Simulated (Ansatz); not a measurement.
**HfB2 under changes of volume**

One of the cells (9.905 Å³/atom); the others are scaled copies at fixed shape and fractional positions:

```xyz
3
Lattice="3.1400 0.0000 0.0000 -1.5700 2.7193 0.0000 0.0000 0.0000 3.4800" Properties=species:S:1:pos:R:3 pbc="T T T"
Hf    0.0000    0.0000    0.0000
B     1.5700    0.9064    1.7400
B     0.0000    1.8129    1.7400
```

| Quantity | Value |
| --- | --- |
| Program | Ansatz 0.2.0 |
| Functional | LDA |
| Potentials or basis | Ansatz PAW |
| Cutoff | 420 eV (not typed: the program's choice for these potentials) |
| k mesh | 10 × 10 × 8 |
| Occupations | fermi-dirac, width 0.05 eV |
| Spin | no spin polarisation |

| volume (Å³/atom) | energy over the lowest point (meV/atom) | pressure (GPa) |
| --- | --- | --- |
| 9.311 | 3.99 | 6.3 |
| 9.509 | 0.00 | 0.3 |
| 9.707 | 3.12 | -5.2 |
| 9.905 | 12.66 | -10.1 |
| 10.103 | ? | ? |
| 10.301 | 48.63 | -18.7 |
| 10.499 | 73.99 | -22.3 |

**Question.** What does the run at 10.103 Å³/atom give?

**Answer.** Energy over the lowest point 28.01 meV/atom; pressure -14.6 GPa.

Worked out: A Birch-Murnaghan fit of order 3 (a polynomial in V^(-2/3)) to the other rows has its minimum at 9.52 Å³/atom with B0 = V·E''(V) = 275 GPa and B' = 3.9 at fixed shape and positions, which overstates the stiffness. It gives 28.02 meV/atom at 10.103 Å³/atom, against the run's 28.01, and -dE/dV = -14.6 GPa, against -14.6.

Energies are extrapolated to zero smearing.

Caveats: the PAW data sets come from PBE, with cores solved anew for the run's functional, which leaves a small shift of forces and pressure.
